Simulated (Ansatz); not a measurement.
**Which isomer of C3H4N2 gives these data?**

These gas-phase data were calculated for one isomer of C3H4N2 at B3LYP/def2-SVP (harmonic, unscaled wavenumbers; equilibrium rotational constants with average atomic masses):

* rotational constants: 9.591, 8.794, 4.722 GHz
* all wavenumbers above 1500 cm⁻¹: 3202, 3182, 3069, 3031, 1674, 1575

Candidates:

(1) `C1=NC=NC1`, a singlet
(2) `[H]/N=C(\C)C#N`, a singlet
(3) `c1c[nH]cn1`, a singlet
(4) `c1cn[nH]c1`, a singlet

Q: Which structure fits?

A: Candidate (1). No mode falls between 3250 and 3800 cm⁻¹, where the N–H stretch of (2), (3), (4) would stand.

The same quantities for all candidates:

```tsv
	rotational constants (GHz)	wavenumbers above 1500 cm⁻¹	E above the lowest, B3LYP/def2-SVP (kcal/mol)
(1)	9.591, 8.794, 4.722	3202, 3182, 3069, 3031, 1674, 1575	20.2
(2)	9.762, 4.157, 2.97	3448, 3140, 3113, 3033, 2368, 1727	20.8
(3)	9.736, 9.364, 4.773	3647, 3273, 3238, 3235, 1569, 1515	0.0
(4)	9.619, 9.409, 4.756	3648, 3271, 3254, 3236, 1576	10.8
```

Harmonic stretches to hydrogen usually lie a few per cent above observed fundamentals. Each candidate is one conformer. Programs: Ansatz 0.2.0.
